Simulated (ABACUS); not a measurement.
The system is ZrS2.

```
Zr S
1.0
     3.69138    0.00000    0.00000
    -1.84569    3.19683    0.00000
     0.00000    0.00000    6.04108
Zr S
1 2
Direct
  0.00000 0.00000 0.00000
  0.33333 0.66667 0.23791
  0.66667 0.33333 0.76209
```

The cell is a database's computed one.

Base run:

| Property | Result |
| --- | --- |
| Program | ABACUS 3.10.1 |
| Functional | PBE |
| Potentials or basis | PseudoDojo NC SR 0.4.1 PBE standard |
| Cutoff | 898 eV |
| Density cutoff | 3592 eV |
| Basis | plane waves |
| k mesh | 8 × 8 × 5 |
| Occupations | fermi-dirac, width 0.05 eV |
| Spin | no spin polarisation |

Its results: band gap on the k mesh 1.05 eV, indirect (least direct gap 1.63 eV); pressure 0.5 GPa; largest force 0.054 eV/Å.

The run is repeated on the same cell with these changes: cutoff from 898 eV to 1361 eV; density cutoff from 3592 eV to 5442 eV; basis from plane waves to DZP LCAO (the cutoffs set its grid). What comes out?

Band gap on the k mesh 1.05 eV, indirect (least direct gap 1.62 eV); pressure 1.0 GPa; largest force 0.169 eV/Å.

Caveats: an odd mesh through Γ misses points on the zone boundary, where band edges often lie; this functional lacks dispersion, which binds the layers, so the pressure and a relaxed spacing across them are unreliable; the atomic orbitals were generated for these runs and aren't a published set (some runs); the basis of atomic orbitals isn't converged, which shifts pressures, moduli and gaps (some runs).

Not every run made on this cell is shown here.
